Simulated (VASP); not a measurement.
# BaS in VASP: one cell, several levels of theory, part 2 of 2

The system is BaS, a lower-symmetry cell derived from the zincblende prototype, a generated structure that needn't be the ground state.

VASP 6.6.1, plane waves, PAW.

## (3) Single point with r2SCAN

Input file INCAR:

```
ENCUT = 520.000000
SIGMA = 0.010000
EDIFF = 1.00e-07
ALGO = Normal
METAGGA = R2SCAN
PREC = Accurate
IBRION = -1
ISIF = 2
ISMEAR = 0
NBANDS = 15
NELM = 120
NSW = 0
LASPH = .TRUE.
LCHARG = .FALSE.
LWAVE = .FALSE.
LREAL = .FALSE.
```

Input file KPOINTS:

```
KPOINTS created by Atomic Simulation Environment
0
Gamma
6 6 6
0 0 0
```

Input file KPOINTS_OPT:

```
special points
6
Reciprocal
0.0000000000 0.0000000000 0.0000000000 1
-0.5000000000 -0.5000000000 0.0000000000 1
-0.3750000000 -0.3750000000 0.2500000000 1
-0.3750000000 0.0000000000 0.3750000000 1
0.0000000000 0.0000000000 0.5000000000 1
-0.5000000000 -0.2500000000 0.2500000000 1
```

Input file POSCAR:

```
Ba S
 1.0000000000000000
     0.0000000000000000    3.3452008881999999    3.7894180099999999
     3.3452008881999999    0.0000000000000000    3.7894180099999999
     3.3452008881999999    3.3452008881999999    0.0000000000000000
 Ba  S
   1   1
Cartesian
  0.0000000000000000  0.0000000000000000  0.0000000000000000
  1.6726004441000000  1.6726004441000000  1.8947090049999999
```

Run with:

```console
> mpirun -np 1 vasp_std
```

Standard output, without the iteration lines:

```text
POSCAR found type information on POSCAR BaS
 POSCAR found :  2 types and       2 ions
 -----------------------------------------------------------------------------
|                                                                             |
|                                                                             |
|     You enforced a specific xc type in the INCAR file but a different       |
|     I HOPE YOU KNOW WHAT YOU ARE DOING!                                     |
|                                                                             |
 -----------------------------------------------------------------------------

 LDA part: xc-table for (None), standard interpolation
 POSCAR, INCAR and KPOINTS ok, starting setup
 FFT: planning ... GRIDC
 FFT: planning ... GRID_SOFT
 FFT: planning ... GRID
 WAVECAR not read
 entering main loop
 Start KPOINTS_OPT (optional k-point list driver)
k-point batch [1-6\6]
```

OSZICAR:

```text
N       E                     dE             d eps       ncg     rms          rms(c)
DAV:   1     0.581789071630E+02    0.58179E+02   -0.65806E+03   900   0.921E+02
DAV:   2    -0.365675914558E+02   -0.94746E+02   -0.85843E+02  1219   0.167E+02
DAV:   3    -0.432550418625E+02   -0.66875E+01   -0.66363E+01  1253   0.480E+01
DAV:   4    -0.434237250768E+02   -0.16868E+00   -0.16864E+00  1236   0.762E+00
DAV:   5    -0.434272309802E+02   -0.35059E-02   -0.35057E-02  1290   0.916E-01    0.539E+00
DAV:   6    -0.385552561755E+02    0.48720E+01   -0.18649E+00  1188   0.881E+00    0.384E+00
DAV:   7    -0.385627836193E+02   -0.75274E-02   -0.67838E-01  1138   0.454E+00    0.294E+00
DAV:   8    -0.385825165183E+02   -0.19733E-01   -0.53121E-02  1068   0.161E+00    0.143E+00
DAV:   9    -0.385927871852E+02   -0.10271E-01   -0.18129E-02   900   0.113E+00    0.655E-01
DAV:  10    -0.385926269679E+02    0.16022E-03   -0.41726E-04  1293   0.141E-01    0.325E-01
DAV:  11    -0.385939290742E+02   -0.13021E-02   -0.12585E-03   900   0.287E-01    0.861E-02
DAV:  12    -0.385938789714E+02    0.50103E-04   -0.12483E-04  1229   0.675E-02    0.478E-02
DAV:  13    -0.385938881573E+02   -0.91860E-05   -0.21078E-05   949   0.257E-02    0.655E-03
DAV:  14    -0.385938859845E+02    0.21729E-05   -0.47403E-06  1222   0.122E-02    0.613E-03
DAV:  15    -0.385938859076E+02    0.76820E-07   -0.25645E-07  1096   0.363E-03
   1 F= -.38593886E+02 E0= -.38593886E+02  d E =-.721457E-70
       N       E                     dE             ncg
DAV:   1     0.529960955629E+03   -0.25720E+04      180
DAV:   2    -0.499224076244E+02   -0.57988E+03      237
DAV:   3    -0.887065506128E+02   -0.38784E+02      250
DAV:   4    -0.898831416928E+02   -0.11766E+01      262
DAV:   5    -0.898967917256E+02   -0.13650E-01      257
DAV:   6    -0.898973470093E+02   -0.55528E-03      240
DAV:   7    -0.898973714666E+02   -0.24457E-04      257
DAV:   8    -0.898973726337E+02   -0.11671E-05      197
DAV:   9    -0.898973726922E+02   -0.58551E-07      217
```

OUTCAR, selected sections:

```text
k-points           NKPTS =     30   k-points in BZ     NKDIM =     30   number of bands    NBANDS=     15

   NELECT =      16.0000    total number of electrons

   dimension x,y,z NGX =    40 NGY =   40 NGZ =   36
   dimension x,y,z NGXF=    80 NGYF=   80 NGZF=   72

  energy-cutoff  :      520.00
  volume of cell :       84.81
      direct lattice vectors                 reciprocal lattice vectors
     0.000000000  3.345200888  3.789418010    -0.149467855  0.149467855  0.131946383
     3.345200888  0.000000000  3.789418010     0.149467855 -0.149467855  0.131946383
     3.345200888  3.345200888  0.000000000     0.149467855  0.149467855 -0.131946383

 k-points in reciprocal lattice and weights: KPOINTS created by Atomic Simulation Env
   0.00000000  0.00000000  0.00000000       0.005
   0.16666667  0.00000000  0.00000000       0.037
   0.33333333  0.00000000  0.00000000       0.037
   0.50000000  0.00000000  0.00000000       0.019
   0.16666667  0.16666667  0.00000000       0.009
   0.33333333  0.16666667  0.00000000       0.037
   0.50000000  0.16666667  0.00000000       0.037
  -0.33333333  0.16666667  0.00000000       0.037
[... 22 more k-points ...]

 E-fermi :  -0.1008

 k-point     1 :       0.0000    0.0000    0.0000
  band No.  band energies     occupation
      1     -27.0960      2.00000
      2     -11.8596      2.00000
      3     -11.8596      2.00000
      4     -11.8394      2.00000
      5     -10.6869      2.00000
      6      -1.0399      2.00000
      7      -0.9472      2.00000
      8      -0.9472      2.00000
      9       2.8064      0.00000
     10       4.8036      0.00000
     11       5.7485      0.00000
     12       6.4909      0.00000
     13       7.5965      0.00000
     14       7.5965      0.00000
     15       9.9139      0.00000

 k-point     2 :       0.1667    0.0000    0.0000
  band No.  band energies     occupation
      1     -27.0913      2.00000
      2     -12.1123      2.00000
      3     -11.8660      2.00000
      4     -11.8629      2.00000
      5     -10.4215      2.00000
      6      -1.1012      2.00000
      7      -0.9069      2.00000
      8      -0.8640      2.00000
      9       3.3854      0.00000
     10       4.7303      0.00000
     11       5.4093      0.00000
     12       6.7034      0.00000
     13       7.4848      0.00000
     14       7.9193      0.00000
     15       8.9532      0.00000

 k-point     3 :       0.3333    0.0000    0.0000
  band No.  band energies     occupation
      1     -27.0818      2.00000
      2     -12.4648      2.00000
      3     -11.8968      2.00000
      4     -11.8785      2.00000
      5     -10.0656      2.00000
      6      -1.0692      2.00000
      7      -0.8192      2.00000
      8      -0.7010      2.00000
      9       4.2370      0.00000
     10       5.0227      0.00000
     11       5.2588      0.00000
     12       6.1635      0.00000
     13       7.3185      0.00000
     14       7.5372      0.00000
     15       8.0152      0.00000

 k-point     4 :       0.5000    0.0000    0.0000
  band No.  band energies     occupation
      1     -27.0771      2.00000
      2     -12.6039      2.00000
      3     -11.9135      2.00000
      4     -11.8848      2.00000
      5      -9.9299      2.00000
      6      -0.9270      2.00000
      7      -0.8323      2.00000
      8      -0.6225      2.00000
      9       4.4428      0.00000
     10       5.4440      0.00000
     11       5.5007      0.00000
     12       5.6094      0.00000
     13       6.5686      0.00000
     14       6.9886      0.00000
     15       8.9796      0.00000

 k-point     5 :       0.1667    0.1667    0.0000
  band No.  band energies     occupation
      1     -27.0912      2.00000
      2     -12.1751      2.00000
      3     -11.8800      2.00000
      4     -11.8800      2.00000
      5     -10.3007      2.00000
      6      -1.2013      2.00000
      7      -0.7853      2.00000
      8      -0.7853      2.00000
      9       3.4758      0.00000
     10       4.0211      0.00000
     11       5.9445      0.00000
     12       6.9937      0.00000
     13       7.5247      0.00000
     14       7.5247      0.00000
     15       9.3141      0.00000

 k-point     6 :       0.3333    0.1667    0.0000
  band No.  band energies     occupation
      1     -27.0841      2.00000
      2     -12.4483      2.00000
      3     -11.9192      2.00000
      4     -11.8963      2.00000
      5      -9.9882      2.00000
      6      -1.2047      2.00000
      7      -0.6946      2.00000
      8      -0.6144      2.00000
      9       3.8539      0.00000
     10       4.2227      0.00000
     11       5.9136      0.00000
     12       6.5180      0.00000
     13       7.1472      0.00000
     14       7.6645      0.00000
     15       8.7354      0.00000

 k-point     7 :       0.5000    0.1667    0.0000
  band No.  band energies     occupation
      1     -27.0770      2.00000
      2     -12.6135      2.00000
      3     -11.9687      2.00000
      4     -11.8987      2.00000
      5      -9.8196      2.00000
      6      -1.0138      2.00000
      7      -0.7267      2.00000
      8      -0.5274      2.00000
      9       4.0333      0.00000
     10       4.6210      0.00000
     11       5.6502      0.00000
     12       6.3619      0.00000
     13       6.7288      0.00000
     14       7.7793      0.00000
     15       8.8668      0.00000

 k-point     8 :      -0.3333    0.1667    0.0000
  band No.  band energies     occupation
      1     -27.0771      2.00000
      2     -12.5712      2.00000
      3     -11.9665      2.00000
      4     -11.8848      2.00000
      5      -9.9030      2.00000
      6      -1.0503      2.00000
      7      -0.7528      2.00000
      8      -0.6079      2.00000
      9       4.3599      0.00000
     10       4.9969      0.00000
     11       5.3069      0.00000
     12       6.2670      0.00000
     13       7.3571      0.00000
     14       7.4881      0.00000
     15       8.1916      0.00000

 k-point     9 :      -0.1667    0.1667    0.0000
  band No.  band energies     occupation
      1     -27.0842      2.00000
      2     -12.3479      2.00000
      3     -11.9060      2.00000
      4     -11.8684      2.00000
      5     -10.1816      2.00000
      6      -1.2008      2.00000
      7      -0.7740      2.00000
      8      -0.7690      2.00000
      9       4.1203      0.00000
     10       4.8985      0.00000
     11       5.3132      0.00000
     12       6.7573      0.00000
     13       7.1977      0.00000
     14       8.0553      0.00000
     15       8.1537      0.00000

 k-point    10 :       0.3333    0.3333    0.0000
  band No.  band energies     occupation
      1     -27.0816      2.00000
      2     -12.5939      2.00000
      3     -11.9202      2.00000
      4     -11.9202      2.00000
      5      -9.7845      2.00000
      6      -1.3986      2.00000
      7      -0.4266      2.00000
      8      -0.4266      2.00000
      9       3.3211      0.00000
     10       4.6240      0.00000
     11       6.4313      0.00000
     12       6.7047      0.00000
     13       6.8843      0.00000
     14       6.8843      0.00000
     15       9.9682      0.00000

 k-point    11 :       0.5000    0.3333    0.0000
  band No.  band energies     occupation
      1     -27.0769      2.00000
      2     -12.6935      2.00000
      3     -11.9743      2.00000
      4     -11.9263      2.00000
      5      -9.6464      2.00000
      6      -1.3054      2.00000
      7      -0.3898      2.00000
      8      -0.3285      2.00000
      9       3.3366      0.00000
     10       4.4896      0.00000
     11       6.0518      0.00000
     12       6.9166      0.00000
     13       6.9673      0.00000
     14       7.5184      0.00000
     15       9.5902      0.00000

 k-point    12 :      -0.3333    0.3333    0.0000
  band No.  band energies     occupation
      1     -27.0746      2.00000
      2     -12.6642      2.00000
      3     -12.0274      2.00000
      4     -11.9087      2.00000
      5      -9.6932      2.00000
      6      -1.0590      2.00000
      7      -0.6175      2.00000
      8      -0.4235      2.00000
      9       3.6245      0.00000
     10       4.7770      0.00000
     11       5.3052      0.00000
     12       7.0348      0.00000
     13       7.3778      0.00000
     14       8.1940      0.00000
     15       8.3434      0.00000

[... the tables of k-points 13 to 30 left out ...]

  Total        0.6258977      0.6258977      0.2668801      0.0000000      0.0000000      0.0000000
  in kB       11.8240704     11.8240704      5.0417333      0.0000000      0.0000000      0.0000000
  external PRESSURE =       9.5632914 kB  Pullay stress =       0.0000000 kB

 POSITION                                       TOTAL-FORCE (eV/Angst)
 -----------------------------------------------------------------------------------
      0.00000      0.00000      0.00000         0.000000      0.000000      0.000000
      1.67260      1.67260      1.89471        -0.000000     -0.000000     -0.000000
 -----------------------------------------------------------------------------------
    total drift:                                0.000003      0.000003      0.000002

  FREE ENERGIE OF THE ION-ELECTRON SYSTEM (eV)
  ---------------------------------------------------
  free  energy   TOTEN  =       -38.5938859076 eV

  energy  without entropy=      -38.5938859076  energy(sigma->0) =      -38.59388591
```

Hardware: 1 MPI rank of Intel Xeon 6975P-C, shared host.

The levels at the points of KPOINTS_OPT are read from vasprun.xml.

Levels at the named points, in eV from the top of band v (v: the last filled band by count, c: the next):

| point | v−1 | v | c | c+1 |
| --- | --- | --- | --- | --- |
| Γ | -0.72 | -0.72 | 3.03 | 5.03 |
| X | 0.00 | 0.00 | 3.43 | 4.73 |
| U | -0.24 | -0.12 | 3.60 | 4.80 |
| K | -0.33 | -0.22 | 3.71 | 4.96 |
| L | -0.61 | -0.40 | 4.67 | 5.67 |
| W | -0.61 | -0.02 | 3.61 | 4.57 |

Gap with r2SCAN: 3.03 eV, valence top at X, conduction bottom at Γ. Least direct gap: 3.43 eV. The pressure is 0.96 GPa; the forces vanish within 0.01 eV/Å.

## (4) Summary

The summary covers parts 1 to 2.

```
 level  gap (eV)  pressure (GPa)  Ansatz: gap (eV)  Ansatz: pressure (GPa)
   PBE      2.70            0.92              2.69                    0.46
r2SCAN      3.03            0.96              3.02                    0.51
```

**Reading.** The gap spans 2.70 eV (PBE) to 3.03 eV (r2SCAN). Spin-orbit coupling is left out, though the cell holds Ba (Z = 56). The two programs agree on the gap within 0.02 eV, far less than the spread between functionals. Datasets and cutoffs are each program's own.
